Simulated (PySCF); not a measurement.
# As (R-3m) in PySCF: density of states with PBEsol

Aim: the density of states of As with PBEsol.

Program: PySCF 2.14.0. These are calculated values, not measurements. Logs are shortened: lines on timing, memory, paths and dates and some standing lists are left out, and cuts for length are marked.

## 1. The crystal as given

The structure is trigonal, space group R-3m (No. 166). Conventional cell: a = 3.762 Å, b = 3.762 Å, c = 10.542 Å, α = 90.00°, β = 90.00°, γ = 120.00°. Around As (site symmetry 3m) lie 3 As at 2.51 Å.

## 2. Density of states, PBEsol

run.py reads:

```python
import json
import numpy as np
from pyscf.pbc import gto, scf, dft, df

cell = gto.Cell()
cell.a = '''
  1.8807968987    1.0858785957    3.5140619945
 -1.8807968987    1.0858785957    3.5140619945
  0.0000000000   -2.1717571915    3.5140619945'''
cell.atom = '''
As   0.0000000000    0.0000000000    2.3825340323
As   0.0000000000   -0.0000000001    8.1596519512'''
cell.unit = 'A'
cell.basis = 'DZVP-MOLOPT-SR-GTH-q5'
cell.pseudo = 'GTH-PBE-q5'
cell.ke_cutoff = 50  # hartree
cell.exp_to_discard = 0.02
cell.precision = 1e-08
cell.space_group_symmetry = True
cell.symmorphic = False
cell.max_memory = 2940  # MB
cell.verbose = 4
cell.build()

res = {}
kpts = cell.make_kpts([9, 9, 9], space_group_symmetry=True, time_reversal_symmetry=True)
cell.space_group_symmetry = False  # the mesh holds the operations; no search on the supercells of the integral code
mf = dft.KRKS(cell, kpts, xc='pbesol')
mf = mf.multigrid_numint()
mf = mf.smearing(sigma=0.00183747, method='fermi')  # hartree
mf.conv_tol = 1e-07
mf.max_cycle = 60

mf.kernel()
res.update(converged=bool(mf.converged), e_tot=mf.e_tot, nelec=cell.nelectron, nao=cell.nao, mesh=list(map(int, cell.mesh)), a=cell.lattice_vectors().tolist(), coords=cell.atom_coords().tolist(),
           mo_energy=[np.real(x).tolist() for x in mf.mo_energy], mo_occ=[np.real(x).tolist() for x in mf.mo_occ])
res.update(e_free=mf.e_free, e_zero=mf.e_zero)
res.update(kpts=kpts.kpts_scaled_ibz.tolist(), weights=kpts.weights_ibz.tolist())
res['parts'] = {k: float(np.real(v)) for k, v in mf.scf_summary.items() if np.isscalar(v)}
json.dump(res, open('results.json', 'w'))
if not mf.converged:
    raise SystemExit('SCF not converged')

print('levels (eV)')
for i, kp in enumerate(res['kpts'][:40]):
    print('k %7.4f %7.4f %7.4f  ' % tuple(kp), ' '.join('%.3f' % (x * 27.211386) for x in res['mo_energy'][i][:10]))

mf = mf.to_khf()  # unfold to the whole mesh
kpts = mf.kpts
# Mulliken populations
dm, s = np.asarray(mf.make_rdm1()), np.asarray(mf.get_ovlp())
sites = cell.aoslice_by_atom()[:, 2:]
tot = np.einsum('kij,kji->i', dm, s).real / len(kpts)
res['mulliken'] = [cell.atom_charge(i) - tot[a0:a1].sum() for i, (a0, a1) in enumerate(sites)]
print('Mulliken charges', np.round(res['mulliken'], 5))

# density of states, Gaussians of 0.15 eV
e = np.asarray(mf.mo_energy).real.reshape(1, -1) * 27.211386
ef = mf.get_fermi()
ef = np.max(ef) * 27.211386
x = np.arange(-15, 10.01, 0.1) + round(ef, 1)
dos = np.exp(-((x[:, None, None] - e) / 0.15) ** 2 / 2).sum(-1).T / (0.15 * np.sqrt(2 * np.pi) * len(kpts)) * 2
res.update(dos_e=x.tolist(), dos=dos.tolist())
for a, b in zip(x[::5], dos.T[::5]):
    print('%8.2f' % a, ' '.join('%9.4f' % y for y in b))

# density on a uniform mesh
grids = dft.gen_grid.UniformGrids(cell)
grids.mesh = [23, 23, 23]
grids.build()
ni = dft.numint.KNumInt()
rho = [ni.get_rho(cell, x, grids, kpts) for x in [dm]]
np.save('rho.npy', np.reshape(rho, (-1, *grids.mesh)))
res['done'] = True
json.dump(res, open('results.json', 'w'))
```

Potentials or basis: DZVP-MOLOPT-SR/GTH-PBE (potentials made for PBE).

Started as:

```sh
OMP_NUM_THREADS=2 python -u run.py > log
```

What it wrote:

```text
Discarded 0 diffused primitive functions, 0 contracted functions

PySCF version 2.14.0

[INPUT] verbose = 4
[INPUT] num. atoms = 2
[INPUT] num. electrons = 10
[INPUT] charge = 0
[INPUT] spin (= nelec alpha-beta = 2S) = 0
[INPUT] symmetry False subgroup None
[INPUT] Mole.unit = A
[INPUT] Symbol           X                Y                Z      unit          X                Y                Z       unit  Magmom
[INPUT]  1 As     0.000000000000   0.000000000000   2.382534032300 AA    0.000000000000   0.000000000000   4.502336803503 Bohr   0.0
[INPUT]  2 As     0.000000000000  -0.000000000100   8.159651951200 AA    0.000000000000  -0.000000000189  15.419507459541 Bohr   0.0

nuclear repulsion = -13.2967517672879
number of shells = 6
number of NR pGTOs = 72
number of NR cGTOs = 26
basis = DZVP-MOLOPT-SR-GTH-q5
ecp = {}
lattice vectors  a1 [3.554191034, 2.052013150, 6.640614754]
                 a2 [-3.554191034, 2.052013150, 6.640614754]
                 a3 [0.000000000, -4.104026301, 6.640614754]
dimension = 3
low_dim_ft_type = None
Cell volume = 290.59
exp_to_discard = 0.02
rcut = 24.62167193903601 (nimgs = [5 5 5])
precision = 1e-08
pseudo = GTH-PBE-q5
ke_cutoff = 50
    = [27 27 27] mesh (19683 PWs)
[Cell] Point group symbol:  -3m
time reversal: False
k-points in IBZ                         weights
  0:  0.000000,  0.000000,  0.000000    0/729
  1:  0.555556, -0.000000, -0.000000    5/729
  2:  0.555556,  0.444444, -0.000000    5/729
  3:  0.555556,  0.555556,  0.000000    5/729
  4:  0.555556,  0.555556,  0.444444    5/729
  5:  0.555556,  0.555556,  0.555556    1/729
  6:  0.666667, -0.000000, -0.000000    5/729
  7:  0.666667,  0.333333,  0.000000    5/729
  8:  0.666667,  0.444444, -0.000000    11/729
  9:  0.666667,  0.444444,  0.444444    5/729
 10:  0.666667,  0.555556, -0.000000    11/729
 11:  0.666667,  0.555556,  0.333333    11/729
 12:  0.666667,  0.555556,  0.444444    11/729
 13:  0.666667,  0.555556,  0.555556    5/729
 14:  0.666667,  0.666667, -0.000000    5/729
 15:  0.666667,  0.666667,  0.333333    5/729
 16:  0.666667,  0.666667,  0.444444    5/729
 17:  0.666667,  0.666667,  0.555556    5/729
 18:  0.666667,  0.666667,  0.666667    1/729
 19:  0.777778, -0.000000, -0.000000    5/729
 20:  0.777778,  0.222222, -0.000000    5/729
 21:  0.777778,  0.333333, -0.000000    11/729
 22:  0.777778,  0.333333,  0.333333    5/729
 23:  0.777778,  0.444444, -0.000000    11/729
 24:  0.777778,  0.444444,  0.333333    11/729
 25:  0.777778,  0.444444,  0.444444    5/729
 26:  0.777778,  0.555556, -0.000000    11/729
 27:  0.777778,  0.555556,  0.222222    11/729
 28:  0.777778,  0.555556,  0.333333    11/729
 29:  0.777778,  0.555556,  0.444444    11/729
 30:  0.777778,  0.555556,  0.555556    5/729
 31:  0.777778,  0.666667, -0.000000    11/729
 32:  0.777778,  0.666667,  0.222222    11/729
 33:  0.777778,  0.666667,  0.333333    11/729
 34:  0.777778,  0.666667,  0.444444    11/729
 35:  0.777778,  0.666667,  0.555556    11/729
 36:  0.777778,  0.666667,  0.666667    5/729
 37:  0.777778,  0.777778, -0.000000    5/729
 38:  0.777778,  0.777778,  0.222222    5/729
 39:  0.777778,  0.777778,  0.333333    5/729
 40:  0.777778,  0.777778,  0.444444    5/729
 41:  0.777778,  0.777778,  0.555556    5/729
 42:  0.777778,  0.777778,  0.666667    5/729
 43:  0.777778,  0.777778,  0.777778    1/729
 44:  0.888889, -0.000000, -0.000000    5/729
 45:  0.888889,  0.111111, -0.000000    5/729
 46:  0.888889,  0.222222, -0.000000    11/729
 47:  0.888889,  0.222222,  0.222222    5/729
 48:  0.888889,  0.333333, -0.000000    11/729
 49:  0.888889,  0.333333,  0.222222    11/729
 50:  0.888889,  0.333333,  0.333333    5/729
 51:  0.888889,  0.444444, -0.000000    11/729
 52:  0.888889,  0.444444,  0.222222    11/729
 53:  0.888889,  0.444444,  0.333333    11/729
 54:  0.888889,  0.444444,  0.444444    5/729
 55:  0.888889,  0.555556, -0.000000    11/729
 56:  0.888889,  0.555556,  0.111111    11/729
 57:  0.888889,  0.555556,  0.222222    11/729
 58:  0.888889,  0.555556,  0.333333    11/729
 59:  0.888889,  0.555556,  0.444444    11/729
 60:  0.888889,  0.555556,  0.555556    5/729
 61:  0.888889,  0.666667, -0.000000    11/729
 62:  0.888889,  0.666667,  0.111111    11/729
 63:  0.888889,  0.666667,  0.222222    11/729
 64:  0.888889,  0.666667,  0.333333    11/729
 65:  0.888889,  0.666667,  0.444444    11/729
 66:  0.888889,  0.666667,  0.555556    11/729
 67:  0.888889,  0.666667,  0.666667    5/729
 68:  0.888889,  0.777778, -0.000000    11/729
 69:  0.888889,  0.777778,  0.111111    11/729
 70:  0.888889,  0.777778,  0.222222    11/729
 71:  0.888889,  0.777778,  0.333333    11/729
 72:  0.888889,  0.777778,  0.444444    11/729
 73:  0.888889,  0.777778,  0.555556    11/729
 74:  0.888889,  0.777778,  0.666667    11/729
 75:  0.888889,  0.777778,  0.777778    5/729
 76:  0.888889,  0.888889, -0.000000    5/729
 77:  0.888889,  0.888889,  0.111111    5/729
 78:  0.888889,  0.888889,  0.222222    5/729
 79:  0.888889,  0.888889,  0.333333    5/729
 80:  0.888889,  0.888889,  0.444444    5/729
 81:  0.888889,  0.888889,  0.555556    5/729
 82:  0.888889,  0.888889,  0.666667    5/729
 83:  0.888889,  0.888889,  0.777778    5/729
 84:  0.888889,  0.888889,  0.888889    1/729

******** <class 'pyscf.pbc.scf.smearing.SmearingKsymAdaptedKRKS'> ********
method = SmearingKsymAdaptedKRKS
initial guess = minao
damping factor = 0
level_shift factor = 0
DIIS = <class 'pyscf.scf.diis.CDIIS'>
diis_start_cycle = 1
diis_space = 8
diis_damp = 0
SCF conv_tol = 1e-07
SCF conv_tol_grad = None
SCF max_cycles = 60
direct_scf = True
direct_scf_tol = 1e-13

******** PBC SCF flags ********
N kpts (BZ) = 729
N kpts (IBZ) = 85
Exchange divergence treatment (exxdiv) = ewald
    madelung (= occupied orbital energy shift) = 0.048308912043018515
    Total energy shift due to Ewald probe charge = -1/2 * Nelec*madelung = -0.241544560215
DF object = <pyscf.pbc.df.fft.FFTDF object>
XC functionals = pbesol
small_rho_cutoff = 0
Uniform grid, mesh = [27 27 27]
Set gradient conv threshold to 0.000316228
nelec by numeric integration = 10.000000000000002
init E= -12.5473408479484
    sigma = 0.00183747  Optimized mu = 0.291913791661  entropy = 0.0287615567432
nelec by numeric integration = 9.999999999993834
    Total E(T) = -12.5946392699928  Free energy = -12.5946921184905  E0 = -12.5946656942417
cycle= 1 E= -12.5946392699928  delta_E= -0.0473  |g|= 0.365  |ddm|= 22.3
    sigma = 0.00183747  Optimized mu = 0.279211714337  entropy = 0.0328907672854
nelec by numeric integration = 9.999999999993037
    Total E(T) = -12.5953090047657  Free energy = -12.5953694405639  E0 = -12.5953392226648
cycle= 2 E= -12.5953090047657  delta_E= -0.00067  |g|= 0.26  |ddm|=    3
    sigma = 0.00183747  Optimized mu = 0.282470088524  entropy = 0.0290091464669
nelec by numeric integration = 9.999999999993241
    Total E(T) = -12.5959860935005  Free energy = -12.5960393969368  E0 = -12.5960127452187
cycle= 3 E= -12.5959860935005  delta_E= -0.000677  |g|= 0.0246  |ddm|= 1.39
    sigma = 0.00183747  Optimized mu = 0.282671779115  entropy = 0.0294547513086
nelec by numeric integration = 9.999999999993253
    Total E(T) = -12.5959917738959  Free energy = -12.5960458961178  E0 = -12.5960188350069
cycle= 4 E= -12.5959917738959  delta_E= -5.68e-06  |g|= 0.000342  |ddm|= 0.136
    sigma = 0.00183747  Optimized mu = 0.282653694913  entropy = 0.029449337681
nelec by numeric integration = 9.999999999993255
    Total E(T) = -12.5959917854212  Free energy = -12.5960458976957  E0 = -12.5960188415585
cycle= 5 E= -12.5959917854212  delta_E= -1.15e-08  |g|= 1.95e-05  |ddm|= 0.00244
    sigma = 0.00183747  Optimized mu = 0.28265371665  entropy = 0.0294495159493
nelec by numeric integration = 9.999999999993253
    Total E(T) = -12.5959917850988  Free energy = -12.5960458977008  E0 = -12.5960188413998
Extra cycle  E= -12.5959917850988  delta_E= 3.22e-10  |g|= 8.84e-06  |ddm|= 0.000176
converged SCF energy = -12.5959917850988
levels (eV)
k  0.0000  0.0000  0.0000   -7.396 1.914 5.342 5.684 5.684 9.255 10.628 10.628 15.054 15.054
k  0.5556 -0.0000 -0.0000   -4.956 -3.086 4.819 4.867 7.065 7.610 8.156 9.129 16.993 18.211
k  0.5556  0.4444 -0.0000   -4.502 -2.244 1.518 3.576 3.615 9.852 12.701 14.252 14.942 19.108
k  0.5556  0.5556  0.0000   -4.804 -1.890 1.784 3.572 3.574 9.225 13.179 14.598 15.266 18.367
k  0.5556  0.5556  0.4444   -5.994 -2.214 4.223 5.493 7.312 8.774 9.000 10.843 16.290 18.009
k  0.5556  0.5556  0.5556   -6.189 -2.188 5.884 5.884 7.026 8.509 8.509 9.631 16.772 18.077
k  0.6667 -0.0000 -0.0000   -5.951 -1.628 4.827 4.974 6.555 8.281 8.939 9.480 15.803 16.114
k  0.6667  0.3333  0.0000   -3.713 -3.550 1.617 4.429 4.445 10.295 10.426 13.675 14.631 16.093
k  0.6667  0.4444 -0.0000   -4.346 -2.667 1.573 3.771 4.181 11.063 11.423 13.031 13.969 17.947
k  0.6667  0.4444  0.4444   -5.588 -2.051 2.473 4.660 6.031 10.174 10.321 12.459 15.361 18.382
k  0.6667  0.5556 -0.0000   -5.115 -1.705 2.061 3.592 4.157 9.976 12.320 13.226 14.039 19.313
k  0.6667  0.5556  0.3333   -5.197 -2.095 1.859 3.440 6.758 9.071 11.787 13.150 15.792 16.518
k  0.6667  0.5556  0.4444   -5.770 -2.008 3.026 4.414 7.408 8.428 11.006 11.682 15.636 17.590
k  0.6667  0.5556  0.5556   -6.146 -1.918 4.403 5.246 7.134 8.892 9.508 10.620 15.531 18.263
k  0.6667  0.6667 -0.0000   -5.722 -0.996 2.604 3.929 4.446 9.522 12.086 12.590 14.838 17.547
k  0.6667  0.6667  0.3333   -5.002 -2.298 1.618 4.316 5.492 10.084 10.655 13.743 15.484 16.620
k  0.6667  0.6667  0.4444   -5.721 -1.902 2.460 5.018 6.602 9.625 9.652 12.591 16.100 17.312
k  0.6667  0.6667  0.5556   -6.272 -1.673 4.118 5.758 7.716 8.501 8.795 10.986 15.981 16.637
k  0.6667  0.6667  0.6667   -6.564 -1.377 5.811 5.811 6.864 8.926 8.926 9.675 15.735 16.788
k  0.7778 -0.0000 -0.0000   -6.749 -0.017 4.930 5.250 6.057 9.116 9.917 10.054 14.349 15.300
k  0.7778  0.2222 -0.0000   -5.623 -1.729 2.982 5.578 5.783 8.503 8.876 11.853 14.097 16.925
k  0.7778  0.3333 -0.0000   -4.673 -2.859 2.404 4.884 5.412 9.028 9.336 12.268 15.360 17.130
k  0.7778  0.3333  0.3333   -4.533 -2.621 1.768 3.874 4.539 9.855 11.562 13.568 14.883 18.305
k  0.7778  0.4444 -0.0000   -4.337 -3.176 2.379 4.194 5.161 9.722 10.177 12.059 14.956 17.346
k  0.7778  0.4444  0.3333   -4.596 -2.396 1.508 2.919 5.595 9.859 11.656 14.252 15.257 16.934
k  0.7778  0.4444  0.4444   -5.045 -1.977 1.460 3.993 4.845 10.196 11.689 14.112 15.146 18.362
k  0.7778  0.5556 -0.0000   -5.282 -1.969 2.765 3.841 5.157 10.572 10.782 11.425 13.434 18.424
k  0.7778  0.5556  0.2222   -4.091 -2.977 1.777 2.441 6.135 9.026 12.495 13.408 15.106 15.634
k  0.7778  0.5556  0.3333   -4.657 -2.365 1.848 2.276 6.619 9.110 12.661 13.149 15.060 16.433
k  0.7778  0.5556  0.4444   -5.344 -1.808 1.985 3.366 6.129 9.788 11.690 12.923 15.157 17.929
k  0.7778  0.5556  0.5556   -5.860 -1.519 2.732 4.442 5.731 10.304 11.066 11.786 14.885 19.357
k  0.7778  0.6667 -0.0000   -6.088 -0.764 3.243 4.072 5.457 10.158 10.583 11.620 13.706 17.294
k  0.7778  0.6667  0.2222   -4.577 -2.698 2.447 3.094 5.456 9.442 11.338 12.236 14.937 17.999
k  0.7778  0.6667  0.3333   -4.634 -2.689 2.022 3.169 6.396 8.937 11.529 12.891 15.369 16.186
k  0.7778  0.6667  0.4444   -5.435 -1.898 2.162 3.789 7.145 8.588 11.240 12.739 14.965 17.146
k  0.7778  0.6667  0.5556   -6.130 -1.338 3.164 4.657 7.122 8.914 10.505 11.553 15.051 17.410
k  0.7778  0.6667  0.6667   -6.568 -0.963 4.539 5.124 7.251 8.802 10.176 10.325 14.995 16.690
k  0.7778  0.7778 -0.0000   -6.619 0.075 3.722 4.573 6.164 9.444 10.048 11.781 14.588 16.238
k  0.7778  0.7778  0.2222   -5.115 -2.310 3.356 4.093 4.734 9.508 10.828 10.973 14.513 19.546
k  0.7778  0.7778  0.3333   -4.565 -3.054 2.595 4.282 5.442 9.446 10.292 11.481 15.101 18.116
Mulliken charges [0. 0.]
   -7.40    0.0682
   -6.90    0.3066
   -6.40    0.4421
   -5.90    0.5652
   -5.40    0.7911
   -4.90    0.6979
   -4.40    0.7525
   -3.90    0.1459
   -3.40    0.2756
   -2.90    0.6310
   -2.40    0.6972
   -1.90    1.0173
   -1.40    0.4174
   -0.90    0.3204
   -0.40    0.1877
    0.10    0.1637
    0.60    0.1064
    1.10    0.0663
    1.60    0.7867
    2.10    0.7576
    2.60    0.7326
    3.10    1.1023
    3.60    1.4220
    4.10    1.2288
    4.60    1.4138
    5.10    1.2392
    5.60    1.2577
    6.10    0.7227
    6.60    0.7071
    7.10    0.5038
    7.60    0.2204
    8.10    0.2452
    8.60    1.2567
    9.10    1.6379
    9.60    1.2386
   10.10    1.7483
   10.60    1.0704
   11.10    0.9880
   11.60    1.4180
   12.10    0.8073
   12.60    0.7498
   13.10    0.5493
   13.60    0.4731
   14.10    0.9821
   14.60    0.8200
   15.10    1.4054
   15.60    1.1169
   16.10    0.5962
   16.60    0.7543
   17.10    0.8592
   17.60    1.1613
```

Wall time 6 min (2 threads of Intel Xeon at 2.50GHz (Skylake/Cascade Lake), shared host); peak memory 2.7 GiB.

What came out:

```
Free energy            : -342.7559 eV
Band gap on the k mesh : none (metal or under the smearing width)
```

States per cell in windows of 1 eV (zero at the Fermi level; states under -8 eV left out):
| from (eV) | total |
| --- | --- |
| -8.0 | 0.14 |
| -7.0 | 0.25 |
| -6.0 | 0.81 |
| -5.0 | 1.02 |
| -4.0 | 1.37 |
| -3.0 | 1.30 |
| -2.0 | 0.83 |
| -1.0 | 0.45 |
| 0.0 | 0.54 |
| 1.0 | 1.38 |
| 2.0 | 1.43 |
| 3.0 | 1.10 |
| 4.0 | 0.88 |
| 5.0 | 0.53 |
| 6.0 | 0.88 |
| 7.0 | 1.31 |

Caveat: the basis of atomic orbitals isn't converged, which shifts pressures, moduli and gaps.
